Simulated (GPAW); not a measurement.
MgS (Niningerite):

```
S Mg
1.0
     0.00000    2.60165    2.60165
     2.60165    0.00000    2.60165
     2.60165    2.60165    0.00000
S Mg
1 1
Cartesian
  2.6016 2.6016 2.6016
  0.0000 0.0000 0.0000
```

Base run:

```yaml
Program: GPAW 26.7.0
Functional: PBE
Potentials_or_basis: GPAW PAW data sets (gpaw-data 1.2.1)
Cutoff: 600 eV
Basis: pw
k_mesh: 7 × 7 × 7
Occupations: fermi-dirac, width 0.05 eV
Spin: no spin polarisation
```

Its results: band gap on the k mesh 3.01 eV, indirect (least direct gap 3.72 eV); pressure 1.0 GPa.

Problem. The run is repeated on the same cell with these changes: functional from PBE to TPSS; cutoff from 600 eV to 800 eV. What comes out?

Solution. Band gap on the k mesh 3.32 eV, indirect (least direct gap 4.04 eV); pressure 0.8 GPa.

TPSS gives the wider gap, since meta-GGAs in the generalised Kohn-Sham scheme recover part of the derivative discontinuity.

Caveats: the cutoff is short for stress and forces, so pressures can be off by a GPa or more (some runs); an odd mesh through Γ misses points on the zone boundary, where band edges often lie (some runs); the PAW data sets were made with another functional, which shifts forces and pressure a little (some runs); the mesh misses the band edges, which the band path finds closer together (some runs).
